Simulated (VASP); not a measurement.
# NaF (Villiaumite) (Fm-3m) in VASP: notebook

Runs on NaF (Villiaumite). Level: PBE. Tasks: relaxation of the atoms.

All numbers are computed with VASP 6.6.1; they aren't measurements. Logs are shortened: lines on timing, memory, paths and dates and some standing lists are left out, and cuts for length are marked.

### Step 1. Starting point

The structure is cubic, space group Fm-3m (No. 225). The conventional cell has a = 4.694 Å, b = 4.694 Å, c = 4.694 Å, α = 90.00°, β = 90.00°, γ = 90.00°. Around Na (site symmetry m-3m) lie 6 F at 2.35 Å. F (site symmetry m-3m) is surrounded by 6 Na at 2.35 Å.

### Step 2. Relaxation of the atoms, PBE (a relaxed cell with its volume scaled by 0.96)

File INCAR:

```
SYSTEM = NaF
  PREC = Accurate
  ENCUT = 600
  EDIFF = 1E-7
  ISMEAR = 0
  SIGMA = 0.03
  LREAL = .False.
  LASPH = .True.
  NELM = 80
  ALGO = Fast
  ISIF = 2
  LWAVE = .False.
  LCHARG = .False.
  GGA = PE
  IBRION = 2
  NSW = 40
  EDIFFG = -0.01
```

File KPOINTS:

```
Automatic mesh
0
Gamma
  10 10 10
  0 0 0
```

File POSCAR:

```
NaF                                     
1.0
    0.0000000000      2.3151483111      2.3151483111
    2.3151483111      0.0000000000      2.3151483111
    2.3151483111      2.3151483111      0.0000000000
  Na              F             
     1     1
Direct
     0.0000000000000000    0.0000000000000000    0.0000000000000000
     0.5000000000000000    0.5000000000000000    0.5000000000000000
```

Potentials or basis: VASP PAW PBE potentials, release 64 (Na_pv, F).

Command:

```bash
$ cat potpaw_PBE.64/Na_pv/POTCAR potpaw_PBE.64/F/POTCAR > POTCAR
$ mpirun -np 1 vasp_std > vasp.out
```

OUTCAR:

```text
SYSTEM = NaF
   PREC = Accurate
   ENCUT = 600
   EDIFF = 1E-7
   ISMEAR = 0
   LREAL = .False.
   LASPH = .True.
   NELM = 80
   ISIF = 2
   GGA = PE
   IBRION = 2
   NSW = 40
   EDIFFG = -0.01

 ion  position               nearest neighbor table
   1  0.000  0.000  0.000-   2 2.32   2 2.32   2 2.32   2 2.32   2 2.32   2 2.32
   2  0.500  0.500  0.500-   1 2.32   1 2.32   1 2.32   1 2.32   1 2.32   1 2.32

  LATTYP: Found a face centered cubic cell.
 ALAT       =     4.6302966222

  Lattice vectors:

 A1 = (   0.0000000000,   2.3151483111,   2.3151483111)
 A2 = (   2.3151483111,   0.0000000000,   2.3151483111)
 A3 = (   2.3151483111,   2.3151483111,   0.0000000000)

Analysis of symmetry for initial positions (statically):
=====================================================================
 Subroutine PRICEL returns:
 Original cell was already a primitive cell.

 Routine SETGRP: Setting up the symmetry group for a
 face centered cubic supercell.

 Subroutine GETGRP returns: Found 48 space group operations
 (whereof 48 operations were pure point group operations)
 out of a pool of 48 trial point group operations.

The static configuration has the point symmetry O_h .

Analysis of symmetry for dynamics (positions and initial velocities):
=====================================================================
 Subroutine PRICEL returns:
 Original cell was already a primitive cell.

 Routine SETGRP: Setting up the symmetry group for a
 face centered cubic supercell.

 Subroutine GETGRP returns: Found 48 space group operations
 (whereof 48 operations were pure point group operations)
 out of a pool of 48 trial point group operations.

The dynamic configuration has the point symmetry O_h .

 Subroutine INISYM returns: Found 48 space group operations
 (whereof 48 operations are pure point group operations),
 and found     1 'primitive' translations

----------------------------------------------------------------------------------------

                                     Primitive cell

  volume of cell :      24.8180

  direct lattice vectors                    reciprocal lattice vectors
     0.000000000  2.315148311  2.315148311    -0.215968885  0.215968885  0.215968885
     2.315148311  0.000000000  2.315148311     0.215968885 -0.215968885  0.215968885
     2.315148311  2.315148311  0.000000000     0.215968885  0.215968885 -0.215968885

  length of vectors
     3.274114140  3.274114140  3.274114140     0.374069082  0.374069082  0.374069082

  position of ions in fractional coordinates (direct lattice)
     0.000000000  0.000000000  0.000000000
     0.500000000  0.500000000  0.500000000

  ion indices of the primitive-cell ions
   primitive index   ion index
                 1           1
                 2           2

----------------------------------------------------------------------------------------

 KPOINTS: Automatic mesh

Automatic generation of k-mesh.
 Grid dimensions read from file:
 generate k-points for:   10   10   10

 Generating k-lattice:

  Cartesian coordinates                     Fractional coordinates (reciprocal lattice)
    -0.021596889  0.021596889  0.021596889     0.100000000  0.000000000  0.000000000
     0.021596889 -0.021596889  0.021596889     0.000000000  0.100000000  0.000000000
     0.021596889  0.021596889 -0.021596889     0.000000000  0.000000000  0.100000000

  Length of vectors
     0.037406908  0.037406908  0.037406908

  Shift w.r.t. Gamma in fractional coordinates (k-lattice)
     0.000000000  0.000000000  0.000000000

 Subroutine IBZKPT returns following result:
 ===========================================

 Found     47 irreducible k-points:

 Following reciprocal coordinates:
            Coordinates               Weight
  0.000000  0.000000  0.000000      1.000000
  0.100000  0.000000  0.000000      8.000000
  0.200000  0.000000  0.000000      8.000000
  0.300000  0.000000  0.000000      8.000000
  0.400000  0.000000  0.000000      8.000000
  0.500000  0.000000  0.000000      4.000000
[... 16 lines left out ...]
  0.300000  0.300000  0.000000      6.000000
  0.400000  0.300000  0.000000     24.000000
 [... further k-points ...]
   k-points           NKPTS =     47   k-points in BZ     NKDIM =     47   number of bands    NBANDS=     11
   number of dos      NEDOS =    301   number of ions     NIONS =      2
   total plane-waves  NPLWV =  21952
   dimension x,y,z NGX =    28 NGY =   28 NGZ =   28
   dimension x,y,z NGXF=    56 NGYF=   56 NGZF=   56
   ions per type =               1   1
   NGX,Y,Z   is equivalent  to a cutoff of  14.22, 14.22, 14.22 a.u.
   NGXF,Y,Z  is equivalent  to a cutoff of  28.43, 28.43, 28.43 a.u.
 SYSTEM =  NaF
   PREC   = accura    normal or accurate (medium, high low for compatibility)
   ISTART =      0    job   : 0-new  1-cont  2-samecut
   ICHARG =      2    charge: 1-file 2-atom 10-const
   ISPIN  =      1    spin polarized calculation?
   LNONCOLLINEAR =      F non collinear calculations
   LSORBIT =      F    spin-orbit coupling
   LASPH  =      T    aspherical Exc in radial PAW
   ENCUT  =  600.0 eV  44.10 Ry    6.64 a.u.   6.54  6.54  6.54*2*pi/ulx,y,z
   NELM   =     80;   NELMIN=  2; NELMDL= -5     # of ELM steps
   EDIFF  = 0.1E-06   stopping-criterion for ELM
   LREAL  =      F    real-space projection
   EDIFFG = -.1E-01   stopping-criterion for IOM
   NSW    =     40    number of steps for IOM
   IBRION =      2    ionic relax: 0-MD 1-quasi-New 2-CG
   NFREE  =      1    steps in history (QN), initial steepest desc. (CG)
   ISIF   =      2    stress and relaxation
   ISYM   =      2    0-nonsym 1-usesym 2-fastsym
   POTIM  = 0.5000    time-step for ionic-motion
   TEBEG  =    0.0;   TEEND  =   0.0 temperature during run
   PSTRESS=    0.0 pullay stress
   NELECT =      14.0000    total number of electrons
   NUPDOWN=      -1.0000    fix difference up-down
   EMIN   =  10.00;   EMAX   =-10.00  energy-range for DOS
   EFERMI =   0.00;   METHOD = LEGACY
   ISMEAR =     0;   SIGMA  =   0.03  broadening in eV -4-tet -1-fermi 0-gaus
   EFERMI_NEDOS =   21; number of points for ismear=-14 and -15
   IALGO  =     68    algorithm
   IMIX   =      4    mixing-type and parameters
     AMIX     =   0.40;   BMIX     =  1.00
     AMIX_MAG =   1.60;   BMIX_MAG =  1.00
  volume/ion in A,a.u.               =      12.41        83.74
  Fermi-wavevector in a.u.,A,eV,Ry     =   1.352681  2.556196 24.895201  1.829746
  Thomas-Fermi vector in A             =   2.479999
   LORBIT       =      0    0 simple, 1 ext, 2 COOP (PROOUT), +10 PAW based schemes
   GGA     = PE    functional components
   LHFCALC =     F    Hartree Fock is set to
   AEXX    =    0.0000 exact exchange contribution
   IVDW    =     0    specifies the selected vdW correction
   LEPSILON=     F    determine dielectric tensor
   LRPA    =     F    only Hartree local field effects (RPA)
 conjugate gradient relaxation of ions
 non-spin polarized calculation
 RMM-DIIS sequential band-by-band and
 Gauss-broadening in eV      SIGMA  =   0.03
  energy-cutoff  :      600.00
  volume of cell :       24.82
 maximum number of plane-waves:       869
 NGX is ok and might be reduce to    28
   NGX = 13   NGY = 13   NGZ = 13

 number of electron      14.0000006 magnetization

 Free energy of the ion-electron system (eV)
  ---------------------------------------------------
  ext. energy  EPLUGINS =         0.00000000
  ---------------------------------------------------
  free energy    TOTEN  =        -8.56249900 eV

  energy without entropy =       -8.56249900  energy(sigma->0) =       -8.56249900

 E-fermi :  -1.9515     XC(G=0):  -9.1658

 val. band max:       -2.0763305240   @ k =   0.0000   0.0000   0.0000
 cond. band min:       4.2383833852   @ k =   0.0000   0.0000   0.0000
 fundamental gap:      6.3147139092
 Fermi energy:        -1.9515225855

 k-point     1 :       0.0000    0.0000    0.0000
  band No.  band energies     occupation
      1     -21.2537      2.00000
      2     -21.0143      2.00000
      3     -21.0143      2.00000
      4     -21.0143      2.00000
      5      -2.0763      2.00000
      6      -2.0763      2.00000
      7      -2.0763      2.00000
      8       4.2384      0.00000
      9      16.9194      0.00000
     10      16.9194      0.00000
     11      16.9194      0.00000

 k-point     2 :       0.1000    0.0000    0.0000
  band No.  band energies     occupation
      1     -21.4026      2.00000
      2     -21.0154      2.00000
      3     -21.0154      2.00000
      4     -20.8521      2.00000
      5      -2.2732      2.00000
      6      -2.1012      2.00000
      7      -2.1012      2.00000
      8       4.5968      0.00000
      9      15.6406      0.00000
     10      17.0759      0.00000
     11      17.0759      0.00000

 k-point     3 :       0.2000    0.0000    0.0000
  band No.  band energies     occupation
      1     -21.5974      2.00000
      2     -21.0185      2.00000
      3     -21.0185      2.00000
      4     -20.6223      2.00000
      5      -2.7267      2.00000
      6      -2.1657      2.00000
      7      -2.1657      2.00000
      8       5.5205      0.00000
      9      13.8826      0.00000
     10      17.4694      0.00000
     11      17.4694      0.00000

 k-point     4 :       0.3000    0.0000    0.0000
  band No.  band energies     occupation
      1     -21.7512      2.00000
      2     -21.0223      2.00000
      3     -21.0223      2.00000
      4     -20.4248      2.00000
      5      -3.2042      2.00000
      6      -2.2446      2.00000
      7      -2.2446      2.00000
      8       6.7324      0.00000
      9      12.3768      0.00000
     10      17.8689      0.00000
     11      17.8700      0.00000

 k-point     5 :       0.4000    0.0000    0.0000
  band No.  band energies     occupation
      1     -21.8479      2.00000
      2     -21.0253      2.00000
      3     -21.0253      2.00000
      4     -20.2922      2.00000
      5      -3.5457      2.00000
      6      -2.3074      2.00000
      7      -2.3074      2.00000
      8       7.9762      0.00000
      9      11.1275      0.00000
     10      18.0525      0.00000
     11      18.0534      0.00000
[... 211 lines left out ...]
 k-point    21 :      -0.3000    0.2000    0.0000
  band No.  band energies     occupation
      1     -21.7435      2.00000
      2     -21.0690      2.00000
      3     -21.0267      2.00000
      4     -20.3750      2.00000
      5      -3.3180      2.00000
      6      -2.5946      2.00000
      7      -2.3268      2.00000
      8       8.3533      0.00000
      9      11.6582      0.00000
     10      15.3160      0.00000
     11      18.4868      0.00000

 k-point    22 :      -0.2000    0.2000    0.0000
  band No.  band energies     occupation
      1     -21.7135      2.00000
      2     -21.0548      2.00000
      3     -21.0199      2.00000
      4     -20.4378      2.00000
      5      -3.1456      2.00000
      6      -2.4441      2.00000
      7      -2.2592      2.00000
      8       7.1608      0.00000
      9      12.4680      0.00000
     10      15.9899      0.00000
     11      19.1049      0.00000

 k-point    23 :       0.3000    0.3000    0.0000
  band No.  band energies     occupation
      1     -21.5400      2.00000
      2     -21.0490      2.00000
      3     -21.0490      2.00000
      4     -20.6211      2.00000
      5      -3.1405      2.00000
      6      -2.3513      2.00000
      7      -2.3513      2.00000
      8       7.5079      0.00000
      9      12.3344      0.00000
     10      15.8210      0.00000
     11      17.4701      0.00000

 k-point    24 :       0.4000    0.3000    0.0000
  band No.  band energies     occupation
      1     -21.5141      2.00000
      2     -21.0623      2.00000
      3     -21.0544      2.00000
      4     -20.6299      2.00000
      5      -3.2523      2.00000
      6      -2.4593      2.00000
      7      -2.4032      2.00000
      8       8.5139      0.00000
      9      11.7883      0.00000
     10      14.6855      0.00000
     11      17.5646      0.00000

 [... further k-points ...]

------------------------ aborting loop because EDIFF is reached ----------------------------------------

  FORCE on cell =-STRESS in cart. coord.  units (eV):
  Direction    XX          YY          ZZ          XY          YZ          ZX
  --------------------------------------------------------------------------------------
  -------------------------------------------------------------------------------------
  Total        0.3178678      0.3178678      0.3178678      0.0000000     -0.0000000     -0.0000000
  in kB       20.5206261     20.5206261     20.5206261      0.0000000     -0.0000000     -0.0000000
  external PRESSURE =      20.5206261 kB  Pullay stress =       0.0000000 kB

 VOLUME and BASIS-vectors are now :
 -----------------------------------------------------------------------------
  energy-cutoff  :      600.00
  volume of cell :       24.82
      direct lattice vectors                 reciprocal lattice vectors
     0.000000000  2.315148311  2.315148311    -0.215968885  0.215968885  0.215968885
     2.315148311  0.000000000  2.315148311     0.215968885 -0.215968885  0.215968885
     2.315148311  2.315148311  0.000000000     0.215968885  0.215968885 -0.215968885

 POSITION                                       TOTAL-FORCE (eV/Angst)
 -----------------------------------------------------------------------------------
      0.00000      0.00000      0.00000        -0.000000      0.000000      0.000000
      2.31515      2.31515      2.31515         0.000000     -0.000000     -0.000000
 -----------------------------------------------------------------------------------
    total drift:                                0.000000      0.000000      0.000000

  FREE ENERGIE OF THE ION-ELECTRON SYSTEM (eV)
  ---------------------------------------------------
  free  energy   TOTEN  =        -8.5624989983 eV

  energy  without entropy=       -8.5624989983  energy(sigma->0) =       -8.56249900

 reached required accuracy - stopping structural energy minimisation
```

Run time: 15 s. Hardware: 1 thread of AMD EPYC 9R45 (Zen 5), shared host; peak memory 0.12 GiB.

What came out:

| Quantity | Value |
| --- | --- |
| Free energy | -8.5625 eV |
| Pressure after relaxing | 2.1 GPa |
| Band gap on the k mesh | 6.31 eV, direct |

Final structure:
```
Na F
1.0
     0.00000    2.31515    2.31515
     2.31515    0.00000    2.31515
     2.31515    2.31515    0.00000
Na F
1 1
Direct
  0.00000 0.00000 0.00000
  0.50000 0.50000 0.50000
```

Levels at points of the mesh, in eV from the valence-band top:
```tsv
k point	band 4	band 5	band 6	band 7	band 8	band 9	band 10	band 11
(0.00, 0.00, 0.00)	-18.94	0.00	0.00	0.00	6.31	19.00	19.00	19.00
(0.50, 0.00, 0.00)	-18.17	-1.59	-0.25	-0.25	10.80	12.49	20.15	20.15
(0.50, 0.50, 0.00)	-18.92	-1.28	-0.40	-0.40	13.17	13.32	13.63	19.82
```

Caveat: the relaxation stopped at its first step, so nothing moved.

### Step 3. Relaxation of the atoms, PBE (a relaxed cell with its volume scaled by 0.98)

INCAR is that of step 2.

KPOINTS is that of step 2.

File POSCAR:

```
NaF                                     
1.0
    0.0000000000      2.3311153558      2.3311153558
    2.3311153558      0.0000000000      2.3311153558
    2.3311153558      2.3311153558      0.0000000000
  Na              F             
     1     1
Direct
     0.0000000000000000    0.0000000000000000    0.0000000000000000
     0.5000000000000000    0.5000000000000000    0.5000000000000000
```

Potentials or basis: VASP PAW PBE potentials, release 64 (Na_pv, F).

Command:

```bash
$ cat potpaw_PBE.64/Na_pv/POTCAR potpaw_PBE.64/F/POTCAR > POTCAR
$ mpirun -np 1 vasp_std > vasp.out
```

Run time: 16 s. Hardware: 1 thread of AMD EPYC 9R45 (Zen 5), shared host; peak memory 0.12 GiB.

It converged, with:

| Item | Value |
| --- | --- |
| Free energy | -8.5684 eV |
| Pressure after relaxing | 0.9 GPa |
| Band gap on the k mesh | 6.20 eV, direct |

Final structure:
```yaml
crystal:
  lattice:
    - [0.00000, 2.33112, 2.33112]
    - [2.33112, 0.00000, 2.33112]
    - [2.33112, 2.33112, 0.00000]
  atoms:
    - { symbol: Na, position: [0.00000, 0.00000, 0.00000] }
    - { symbol: F, position: [0.50000, 0.50000, 0.50000] }
```

Levels at points of the mesh, in eV from the valence-band top:
```tsv
k point	band 5	band 6	band 7	band 8	band 9	band 10
(0.00, 0.00, 0.00)	0.00	0.00	0.00	6.20	18.85	18.85
(0.50, 0.00, 0.00)	-1.55	-0.24	-0.24	10.67	12.31	19.92
(0.50, 0.50, 0.00)	-1.24	-0.40	-0.40	13.00	13.25	13.43
```

Caveat: the relaxation stopped at its first step, so nothing moved. A k mesh can miss the band edges.

### Step 4. Relaxation of the atoms, PBE

INCAR is that of step 3.

KPOINTS is that of step 3.

File POSCAR:

```
NaF                                     
1.0
    0.0000000000      2.3468666130      2.3468666130
    2.3468666130      0.0000000000      2.3468666130
    2.3468666130      2.3468666130      0.0000000000
  Na              F             
     1     1
Direct
     0.0000000000000000    0.0000000000000000    0.0000000000000000
     0.5000000000000000    0.5000000000000000    0.5000000000000000
```

Command:

```bash
$ cat potpaw_PBE.64/Na_pv/POTCAR potpaw_PBE.64/F/POTCAR > POTCAR
$ mpirun -np 1 vasp_std > vasp.out
```

Run time: 16 s. Hardware: 1 thread of AMD EPYC 9R45 (Zen 5), shared host; peak memory 0.12 GiB.

The run converged. Its results:

* Free energy: -8.5711 eV
* Pressure after relaxing: 0.0 GPa
* Band gap on the k mesh: 6.10 eV, direct

Final structure:
```
Na F
1.0
     0.00000    2.34687    2.34687
     2.34687    0.00000    2.34687
     2.34687    2.34687    0.00000
Na F
1 1
Cartesian
  0.0000 0.0000 0.0000
  2.3469 2.3469 2.3469
```

Levels at points of the mesh, in eV from the valence-band top:
| k point | band 3 | band 4 | band 5 | band 6 | band 7 | band 8 | band 9 | band 10 | band 11 |
| --- | --- | --- | --- | --- | --- | --- | --- | --- | --- |
| (0.00, 0.00, 0.00) | -19.06 | -19.06 | 0.00 | 0.00 | 0.00 | 6.10 | 18.70 | 18.70 | 18.70 |
| (0.50, 0.00, 0.00) | -19.07 | -18.27 | -1.51 | -0.24 | -0.24 | 10.55 | 12.14 | 19.70 | 19.70 |
| (0.50, 0.50, 0.00) | -19.11 | -18.88 | -1.21 | -0.39 | -0.39 | 12.84 | 13.17 | 13.23 | 19.29 |

Caveat: the relaxation stopped at its first step, so nothing moved. A k mesh can miss the band edges.

### Step 5. The runs side by side

| cell | gap on the mesh (eV) | pressure (GPa) |
| --- | --- | --- |
| atoms relaxed from: a relaxed cell with its volume scaled by 0.96 | 6.31 | 2.1 |
| atoms relaxed from: a relaxed cell with its volume scaled by 0.98 | 6.20 | 0.9 |
| atoms relaxed | 6.10 | 0.0 |

Alike in all rows: task relaxation of the atoms; level PBE; potentials or basis VASP PAW PBE potentials, release 64 (Na_pv, F); no spin polarisation; k mesh 10 × 10 × 10; cutoff (eV) 600; smearing gaussian 0.03 eV.

Caveats: the relaxation stopped at its first step, so nothing moved.

Total energies depend on the potentials used, so only differences within one code and one set of settings carry meaning.
